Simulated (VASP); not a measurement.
Crystal: CaSe.

```
CELL_PARAMETERS angstrom
0.00000 2.95600 2.95600
2.95600 0.00000 2.95600
2.95600 2.95600 0.00000
ATOMIC_POSITIONS crystal
Ca 0.00000 0.00000 0.00000
Se 0.50000 0.50000 0.50000
```

| Quantity | Value |
| --- | --- |
| Program | VASP 6.6.1 |
| Task | relaxation of cell and atoms |
| Functional | LDA |
| Potentials or basis | VASP PAW LDA potentials, release 64 (Ca_sv, Se) |
| Cutoff | 600 eV |
| k mesh | 8 × 8 × 8 |
| Occupations | gaussian, width 0.03 eV |
| Spin | no spin polarisation |

At the start: pressure -2.9 GPa; volume 25.83 Å³/atom.

Q: Where does the relaxation end?

A: Over 3 steps the energy falls by 13.4 meV/atom and the volume is 24.40 Å³/atom (-5.5 %); space group Fm-3m (No. 225, to 0.05 Å).

The path:
```
step  energy change (eV)  largest force (eV/Å)  pressure (GPa)  volume (Å³)
   1              0.0000                0.0000           -2.88        51.66
   2             -0.0258                0.0000            0.66        48.26
   3             -0.0269                0.0000            0.00        48.81
```

Final structure:
```
CELL_PARAMETERS angstrom
0.00000 2.90060 2.90060
2.90060 0.00000 2.90060
2.90060 2.90060 0.00000
ATOMIC_POSITIONS crystal
Ca 0.00000 0.00000 0.00000
Se 0.50000 0.50000 0.50000
```
